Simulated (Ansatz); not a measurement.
# Structure relaxation of LiCl

These are results of DFT PBE, scalar-relativistic, plane waves, PAW (Ansatz), not measurements. Cutoff 420 eV, Γ-centred k mesh, Gaussian smearing, no spin polarisation in the final step.

The start is a random cell of LiCl with space group Pm (No. 6), drawn with lower limits on the distances.

```xyz
4
Lattice="4.0549 0.0000 0.0000 0.0000 5.1792 0.0000 -1.2377 0.0000 4.0308" Properties=species:S:1:pos:R:3 pbc="T T T"
Li    0.8647    1.2948    2.6872
Li    0.8647    3.8844    2.6872
Cl    1.8864    2.5896    2.6992
Cl    3.6054    0.0000    0.4761
```

Cell and atoms relax at zero pressure; the relaxation can't lower the symmetry of the start. After a coarse first stage the cell is made exact in the group found at 0.06 Å.

Energies over the elements count from the elements' standard structures at the same level (Cl₂ as a molecule), with no empirical corrections.

(1) What does it relax into?

(2) What are its volume, energy, density and gap?

## Answers

(1) It ends in P6_3/mmc (No. 194). The result has the nickel arsenide (Li on Ni sites) structure. Conventional cell: a = 3.601 Å, c = 6.073 Å. Around Li lie 6 Cl at 2.57 Å and 2 Li at 3.04 Å; around Cl lie 6 Li at 2.57 Å.

```cif
data_structure
_symmetry_space_group_name_H-M 'P6_3/mmc'
_symmetry_Int_Tables_number 194
_cell_length_a 3.6014
_cell_length_b 3.6014
_cell_length_c 6.0730
_cell_angle_alpha 90.000
_cell_angle_beta 90.000
_cell_angle_gamma 120.000
_cell_volume 68.21
loop_
_atom_site_label
_atom_site_type_symbol
_atom_site_symmetry_multiplicity
_atom_site_Wyckoff_symbol
_atom_site_fract_x
_atom_site_fract_y
_atom_site_fract_z
_atom_site_occupancy
Li1 Li 2 a 0.00000 0.00000 0.50000 1
Cl1 Cl 2 d 0.66667 0.33333 0.25000 1
```

(2) The volume per atom is 17.05 Å³ and the density is 2.06 g/cm³. The energy over the elements is -1.837 eV/atom and the gap on the 6×6×4 mesh is 6.22 eV.

The final run used a 6×6×4 mesh on its 4-atom cell and 0.02 eV smearing. A structure relaxed within its symmetry needn't be a true minimum.

Cost: 3 runs of about 0.89 core-minutes in all, on Arm Neoverse V1 (shared hosts).